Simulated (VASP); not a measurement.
# Ag in VASP: relaxation of the atoms with r2SCAN+rVV10

Aim: the relaxation of the atoms of Ag with r2SCAN+rVV10.

All numbers are computed with VASP 6.6.1; they aren't measurements. Logs are shortened: lines on timing, memory, paths and dates and some standing lists are left out, and cuts for length are marked.

### 1 Starting point

The cell holds a slab with vacuum, 4 atoms: a = 2.939 Å, b = 2.939 Å, c = 30.086 Å, α = 90.00°, β = 90.00°, γ = 120.00°.

The cell was built by a generator and needn't be a form met in nature.

### 2 Relaxation of the atoms, r2SCAN+rVV10

File INCAR:

```
SYSTEM = Ag
ALGO = Normal
BPARAM = 11.95
CPARAM = 0.0093
DIPOL = 0.5 0.5 0.500
EDIFF = 1E-7
EDIFFG = -0.02
ENCUT = 520
IBRION = 2
IDIPOL = 3
ISIF = 2
ISMEAR = 1
IVDW_NL = 2
KPAR = 2
LASPH = .True.
LCHARG = .False.
LDIPOL = .True.
LMIXTAU = .True.
LREAL = .False.
LUSE_VDW = .True.
LWAVE = .False.
METAGGA = R2SCAN
NELM = 120
NSW = 90
PREC = Accurate
SIGMA = 0.1
```

File KPOINTS:

```
k-points
0
Gamma
  15 15 1
  0 0 0
```

File POSCAR:

```
Ag
1.0
    2.9393625700      0.0000000000      0.0000000000
   -1.4696812800      2.5455626200      0.0000000000
    0.0000000000      0.0000000000     30.0862216700
Ag
4
Direct
    0.6666670000      0.3333330000      0.3853510200
    0.3333330000      0.6666670000      0.4617814500
    0.0000000000      0.0000000000      0.5382185500
    0.6666670000      0.3333330000      0.6146489800
```

Potentials or basis: VASP PAW PBE potentials, release 64 (Ag).

Launch:

```sh
$ cat potpaw_PBE.64/Ag/POTCAR > POTCAR
$ mpirun -np 2 vasp_std > vasp.out
```

OUTCAR:

```text
SYSTEM = Ag
   BPARAM = 11.95
   EDIFF = 1E-7
   EDIFFG = -0.02
   ENCUT = 520
   IBRION = 2
   ISIF = 2
   ISMEAR = 1
   IVDW_NL = 2
   LASPH = .True.
   LREAL = .False.
   METAGGA = R2SCAN
   NELM = 120
   NSW = 90
   PREC = Accurate

 ion  position               nearest neighbor table
   1  0.667  0.333  0.385-   2 2.86   2 2.86   2 2.86
   2  0.333  0.667  0.462-   1 2.86   1 2.86   1 2.86   3 2.86   3 2.86   3 2.86
   3  0.000  0.000  0.538-   4 2.86   4 2.86   4 2.86   2 2.86   2 2.86   2 2.86
   4  0.667  0.333  0.615-   3 2.86   3 2.86   3 2.86

  LATTYP: Found a hexagonal cell.
 ALAT       =     2.9393625700
 C/A-ratio  =    10.2356279477

  Lattice vectors:

 A1 = (   2.9393625700,   0.0000000000,   0.0000000000)
 A2 = (  -1.4696812800,   2.5455626200,   0.0000000000)
 A3 = (   0.0000000000,   0.0000000000,  30.0862216700)

Analysis of symmetry for initial positions (statically):
=====================================================================
 Subroutine PRICEL returns:
 Original cell was already a primitive cell.

 Routine SETGRP: Setting up the symmetry group for a
 hexagonal supercell.

 Subroutine GETGRP returns: Found 12 space group operations
 (whereof  6 operations were pure point group operations)
 out of a pool of 24 trial point group operations.

The static configuration has the point symmetry C_3v.
 The point group associated with its full space group is D_3d.

Analysis of symmetry for dynamics (positions and initial velocities):
=====================================================================
 Subroutine PRICEL returns:
 Original cell was already a primitive cell.

 Routine SETGRP: Setting up the symmetry group for a
 hexagonal supercell.

 Subroutine GETGRP returns: Found 12 space group operations
 (whereof  6 operations were pure point group operations)
 out of a pool of 24 trial point group operations.

The dynamic configuration has the point symmetry C_3v.
 The point group associated with its full space group is D_3d.

 Subroutine INISYM returns: Found 12 space group operations
 (whereof  6 operations are pure point group operations),
 and found     1 'primitive' translations

----------------------------------------------------------------------------------------

                                     Primitive cell

  volume of cell :     225.1151

  direct lattice vectors                    reciprocal lattice vectors
     2.939362570  0.000000000  0.000000000     0.340209816  0.196420231  0.000000000
    -1.469681280  2.545562620  0.000000000     0.000000000  0.392840464  0.000000000
     0.000000000  0.000000000 30.086221670     0.000000000  0.000000000  0.033237806

  length of vectors
     2.939362570  2.939362536 30.086221670     0.392840459  0.392840464  0.033237806

  position of ions in fractional coordinates (direct lattice)
     0.666667000  0.333333000  0.385351020
     0.333333000  0.666667000  0.461781450
     0.000000000  0.000000000  0.538218550
     0.666667000  0.333333000  0.614648980

  ion indices of the primitive-cell ions
   primitive index   ion index
                 1           1
                 2           2
                 3           3
                 4           4

----------------------------------------------------------------------------------------

 KPOINTS: k-points

Automatic generation of k-mesh.
 Grid dimensions read from file:
 generate k-points for:   15   15    1

 Generating k-lattice:

  Cartesian coordinates                     Fractional coordinates (reciprocal lattice)
     0.022680654  0.013094682  0.000000000     0.066666667  0.000000000  0.000000000
     0.000000000  0.026189364  0.000000000     0.000000000  0.066666667  0.000000000
     0.000000000  0.000000000  0.033237806     0.000000000  0.000000000  1.000000000

  Length of vectors
     0.026189364  0.026189364  0.033237806

  Shift w.r.t. Gamma in fractional coordinates (k-lattice)
     0.000000000  0.000000000  0.000000000

 Subroutine IBZKPT returns following result:
 ===========================================

 Found     27 irreducible k-points:

 Following reciprocal coordinates:
            Coordinates               Weight
  0.000000  0.000000  0.000000      1.000000
  0.066667 -0.000000  0.000000      6.000000
  0.133333 -0.000000  0.000000      6.000000
  0.200000 -0.000000  0.000000      6.000000
  0.266667 -0.000000  0.000000      6.000000
  0.333333  0.000000  0.000000      6.000000
[... 16 lines left out ...]
  0.333333  0.200000  0.000000     12.000000
  0.400000  0.200000  0.000000      6.000000
 [... further k-points ...]
   k-points           NKPTS =     27   k-points in BZ     NKDIM =     27   number of bands    NBANDS=     26
   number of dos      NEDOS =    301   number of ions     NIONS =      4
   total plane-waves  NPLWV = 129024
   dimension x,y,z NGX =    24 NGY =   24 NGZ =  224
   dimension x,y,z NGXF=    48 NGYF=   48 NGZF=  448
   ions per type =               4
   NGX,Y,Z   is equivalent  to a cutoff of  13.57, 13.57, 12.38 a.u.
   NGXF,Y,Z  is equivalent  to a cutoff of  27.15, 27.15, 24.75 a.u.
 SYSTEM =  Ag
   PREC   = accura    normal or accurate (medium, high low for compatibility)
   ISTART =      0    job   : 0-new  1-cont  2-samecut
   ICHARG =      2    charge: 1-file 2-atom 10-const
   ISPIN  =      1    spin polarized calculation?
   LNONCOLLINEAR =      F non collinear calculations
   LSORBIT =      F    spin-orbit coupling
   LASPH  =      T    aspherical Exc in radial PAW
   ENCUT  =  520.0 eV  38.22 Ry    6.18 a.u.   5.47  5.47 55.94*2*pi/ulx,y,z
   NELM   =    120;   NELMIN=  2; NELMDL= -5     # of ELM steps
   EDIFF  = 0.1E-06   stopping-criterion for ELM
   LREAL  =      F    real-space projection
   EDIFFG = -.2E-01   stopping-criterion for IOM
   NSW    =     90    number of steps for IOM
   IBRION =      2    ionic relax: 0-MD 1-quasi-New 2-CG
   NFREE  =      1    steps in history (QN), initial steepest desc. (CG)
   ISIF   =      2    stress and relaxation
   ISYM   =      2    0-nonsym 1-usesym 2-fastsym
   POTIM  = 0.5000    time-step for ionic-motion
   TEBEG  =    0.0;   TEEND  =   0.0 temperature during run
   PSTRESS=    0.0 pullay stress
   NELECT =      44.0000    total number of electrons
   NUPDOWN=      -1.0000    fix difference up-down
   EMIN   =  10.00;   EMAX   =-10.00  energy-range for DOS
   EFERMI =   0.00;   METHOD = LEGACY
   ISMEAR =     1;   SIGMA  =   0.10  broadening in eV -4-tet -1-fermi 0-gaus
   EFERMI_NEDOS =   21; number of points for ismear=-14 and -15
   IALGO  =     38    algorithm
   IMIX   =      4    mixing-type and parameters
     AMIX     =   0.40;   BMIX     =  1.00
     AMIX_MAG =   1.60;   BMIX_MAG =  1.00
  volume/ion in A,a.u.               =      56.28       379.79
  Fermi-wavevector in a.u.,A,eV,Ry     =   0.950074  1.795380 12.281176  0.902641
  Thomas-Fermi vector in A             =   2.078417
   LORBIT       =      0    0 simple, 1 ext, 2 COOP (PROOUT), +10 PAW based schemes
   METAGGA = R2SCAN    functional components
   LHFCALC =     F    Hartree Fock is set to
   AEXX    =    0.0000 exact exchange contribution
   IVDW_NL    =     2    kernel type
   BPARAM     =11.9500
   IVDW    =     0    specifies the selected vdW correction
   LEPSILON=     F    determine dielectric tensor
   LRPA    =     F    only Hartree local field effects (RPA)
 conjugate gradient relaxation of ions
 non-spin polarized calculation
 Methfessel and Paxton  Order N= 1 SIGMA  =   0.10
  energy-cutoff  :      520.00
  volume of cell :      225.12
 maximum number of plane-waves:      6171
 NGX is ok and might be reduce to    24
   NGX = 11   NGY = 11   NGZ =111

 dipolmoment           0.000000      0.000000     -0.000000 electrons x Angstroem

--------------------------------------- Ionic step        1  -------------------------------------------

 number of electron      44.0000012 magnetization

 Free energy of the ion-electron system (eV)
  ---------------------------------------------------
  ext. energy  EPLUGINS =         0.00000000
  ---------------------------------------------------
  free energy    TOTEN  =       -83.00715177 eV

  energy without entropy =      -83.00587125  energy(sigma->0) =      -83.00672493

------------------------ aborting loop because EDIFF is reached ----------------------------------------

  FORCE on cell =-STRESS in cart. coord.  units (eV):
  Direction    XX          YY          ZZ          XY          YZ          ZX
  --------------------------------------------------------------------------------------
  -------------------------------------------------------------------------------------
  Total       -2.1395750     -2.1395750      0.4604098     -0.0000000      0.0000000     -0.0000000
  in kB      -15.2276719    -15.2276715      3.2768047     -0.0000000      0.0000000     -0.0000000
  external PRESSURE =      -9.0595129 kB  Pullay stress =       0.0000000 kB

 VOLUME and BASIS-vectors are now :
 -----------------------------------------------------------------------------
  energy-cutoff  :      520.00
  volume of cell :      225.12
      direct lattice vectors                 reciprocal lattice vectors
     2.939362570  0.000000000  0.000000000     0.340209816  0.196420231  0.000000000
    -1.469681280  2.545562620  0.000000000     0.000000000  0.392840464  0.000000000
     0.000000000  0.000000000 30.086221670     0.000000000  0.000000000  0.033237806
[... 115 lines left out ...]
 POSITION                                       TOTAL-FORCE (eV/Angst)
 -----------------------------------------------------------------------------------
      1.46968      0.84852     11.59224        -0.000000      0.000000     -0.015137
     -0.00000      1.69704     13.88897        -0.000000      0.000000     -0.025518
      0.00000      0.00000     16.19725         0.000000     -0.000000      0.025518
      1.46968      0.84852     18.49398         0.000000      0.000000      0.015137
 -----------------------------------------------------------------------------------
    total drift:                               -0.000431      0.000249     -0.000061

  FREE ENERGIE OF THE ION-ELECTRON SYSTEM (eV)
  ---------------------------------------------------
  free  energy   TOTEN  =       -83.0092636551 eV

  energy  without entropy=      -83.0079182128  energy(sigma->0) =      -83.00881517

--------------------------------------- Ionic step        5  -------------------------------------------

 number of electron      44.0000016 magnetization

 dipolmoment           0.000000      0.000000      0.000000 electrons x Angstroem

 Free energy of the ion-electron system (eV)
  ---------------------------------------------------
  ext. energy  EPLUGINS =         0.00000000
  ---------------------------------------------------
  free energy    TOTEN  =       -83.00937280 eV

  energy without entropy =      -83.00799845  energy(sigma->0) =      -83.00891468

 E-fermi :  -0.4276     XC(G=0):  -4.4927

 val. band max:       -0.5825409897   @ k =   0.4000   0.0667   0.0000
 cond. band min:      -0.4241767655   @ k =   0.2000   0.2000   0.0000
 fundamental gap:      0.1583642242
 Fermi energy:        -0.4276035762

 k-point     1 :       0.0000    0.0000    0.0000
  band No.  band energies     occupation
      1      -8.0564      2.00000
      2      -7.1923      2.00000
      3      -6.8951      2.00000
      4      -6.7349      2.00000
      5      -5.6672      2.00000
      6      -5.6672      2.00000
[... 18 lines left out ...]
     25      -0.0711     -0.00001
     26       3.6086      0.00000
[... 644 lines left out ...]
      4      -6.2458      2.00000
      5      -6.1651      2.00000
      6      -6.0588      2.00000
[... 18 lines left out ...]
     25       3.9234      0.00000
     26       4.5665      0.00000

 [... further k-points ...]

------------------------ aborting loop because EDIFF is reached ----------------------------------------

 vacuum level on the upper side and lower side of the slab       (xc-potential included)         0.023         0.023

  FORCE on cell =-STRESS in cart. coord.  units (eV):
  Direction    XX          YY          ZZ          XY          YZ          ZX
  --------------------------------------------------------------------------------------
  -------------------------------------------------------------------------------------
  Total       -2.3183017     -2.3183016      0.1227271     -0.0000000      0.0000000      0.0000000
  in kB      -16.4996959    -16.4996955      0.8734668     -0.0000000      0.0000000      0.0000000
  external PRESSURE =     -10.7086415 kB  Pullay stress =       0.0000000 kB

 VOLUME and BASIS-vectors are now :
 -----------------------------------------------------------------------------
  energy-cutoff  :      520.00
  volume of cell :      225.12
      direct lattice vectors                 reciprocal lattice vectors
     2.939362570  0.000000000  0.000000000     0.340209816  0.196420231  0.000000000
    -1.469681280  2.545562620  0.000000000     0.000000000  0.392840464  0.000000000
     0.000000000  0.000000000 30.086221670     0.000000000  0.000000000  0.033237806

 POSITION                                       TOTAL-FORCE (eV/Angst)
 -----------------------------------------------------------------------------------
      1.46968      0.84852     11.59084         0.000000      0.000000     -0.016803
     -0.00000      1.69704     13.88721         0.000000     -0.000000     -0.012441
      0.00000      0.00000     16.19901        -0.000000      0.000000      0.012441
      1.46968      0.84852     18.49538        -0.000000      0.000000      0.016803
 -----------------------------------------------------------------------------------
    total drift:                               -0.000432      0.000249     -0.000061

  FREE ENERGIE OF THE ION-ELECTRON SYSTEM (eV)
  ---------------------------------------------------
  free  energy   TOTEN  =       -83.0093727956 eV

  energy  without entropy=      -83.0079984524  energy(sigma->0) =      -83.00891468

 reached required accuracy - stopping structural energy minimisation

 vacuum level on the upper side and lower side of the slab         3.948         3.947
```

Wall time 83 min (2 MPI ranks of Intel Xeon Platinum 8259CL at 2.50GHz (Skylake/Cascade Lake), shared host); peak memory 0.93 GiB.

Results:

- Free energy: -83.0094 eV
- Energy gained by relaxing: 0.6 meV/atom
- Ionic steps: 5
- Largest force after relaxing: 0.017 eV/Å
- Band gap on the k mesh: none (metal or under the smearing width)

Forces in eV/Å, atoms in the order of the input:
```
Ag   0.000  0.000 -0.017
Ag   0.000  0.000 -0.012
Ag   0.000  0.000  0.012
Ag   0.000  0.000  0.017
```

The path:
| step | energy change (eV) | largest force (eV/Å) | pressure (GPa) |
| --- | --- | --- | --- |
| 1 | 0.0000 | 0.0749 | -0.91 |
| 2 | -0.0021 | 0.0307 | -1.06 |
| 3 | -0.0021 | 0.0299 | -1.06 |
| 4 | -0.0021 | 0.0255 | -1.06 |
| 5 | -0.0022 | 0.0168 | -1.07 |

Final structure:
```
Ag
1.0
     2.93936    0.00000    0.00000
    -1.46968    2.54556    0.00000
     0.00000    0.00000   30.08622
Ag
4
Direct
  0.66667 0.33333 0.38525
  0.33333 0.66667 0.46158
  0.00000 0.00000 0.53842
  0.66667 0.33333 0.61475
```

Levels at points of the mesh, in eV from the Fermi level:
| k point | band 19 | band 20 | band 21 | band 22 | band 23 | band 24 | band 25 | band 26 |
| --- | --- | --- | --- | --- | --- | --- | --- | --- |
| (0.00, 0.00, 0.00) | -3.66 | -3.66 | -3.48 | -3.41 | -3.41 | -0.97 | 0.36 | 4.04 |

Caveat: the PAW data sets were made with another functional, which shifts forces and pressure a little.
